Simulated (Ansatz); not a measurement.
# CsBr: the cost of one run

Method: DFT PBEsol, frozen-core PAW, scalar-relativistic unless said, in Ansatz 0.2.0.

The COD entry's cell or inner coordinates are ideal or old and differ from later refinements, so a difference from it is no clean test against experiment.

### 1 Starting point

The structure is cubic, space group Pm-3m (No. 221). Conventional cell: a = 4.286 Å, b = 4.286 Å, c = 4.286 Å, α = 90.00°, β = 90.00°, γ = 90.00°. Cs (site symmetry m-3m) is surrounded by 8 Br at 3.71 Å. Around Br (site symmetry m-3m) lie 8 Cs at 3.71 Å.

Structure file:

```cif
data_structure
_symmetry_space_group_name_H-M 'P 1'
_symmetry_Int_Tables_number 1
_cell_length_a 4.2860
_cell_length_b 4.2860
_cell_length_c 4.2860
_cell_angle_alpha 90.000
_cell_angle_beta 90.000
_cell_angle_gamma 90.000
_cell_volume 78.73
loop_
_atom_site_label
_atom_site_type_symbol
_atom_site_fract_x
_atom_site_fract_y
_atom_site_fract_z
_atom_site_occupancy
Cs1 Cs 0.00000 0.00000 0.00000 1
Br1 Br 0.50000 0.50000 0.50000 1
```

Cartesian axes are those of the input's lattice vectors. The structure goes back to a database entry.

### 2 Cell and atoms relaxed, PAW

The input, input.yaml:

```yaml
crystal:
  lattice:
    - [4.286, 0.0, 0.0]
    - [0.0, 4.286, 0.0]
    - [0.0, 0.0, 4.286]
  atoms:
    - { symbol: Cs, position: [0.0, 0.0, 0.0] }
    - { symbol: Br, position: [0.5, 0.5, 0.5] }
kpoints:
  mp_grid: { grid: [8, 8, 8] }
scf:
  occupations: { method: fermi_dirac, width: 0.08 }
hamiltonian:
  xc: pbesol
  pseudopotentials: { kind: paw }
relax:
  f_tol: 0.002
  max_steps: 80
  cell: {}
output:
  forces: true
  stress: true
  write_density: true
  write_potential: true
  elf: true
  volumetric_format: npy
```

Command:

```
ansatz run input.yaml --threads 1 --pin off --max-ram 3072MiB --backend cpu --events-out ev --progress --plain --runs-dir out
```

**Question.** How long does this run take on 1 thread of Intel Xeon Platinum 8375C at 2.90GHz (Ice Lake), shared host, and how much memory does it need?

About 8.8 s, with a peak of 0.4 GiB.
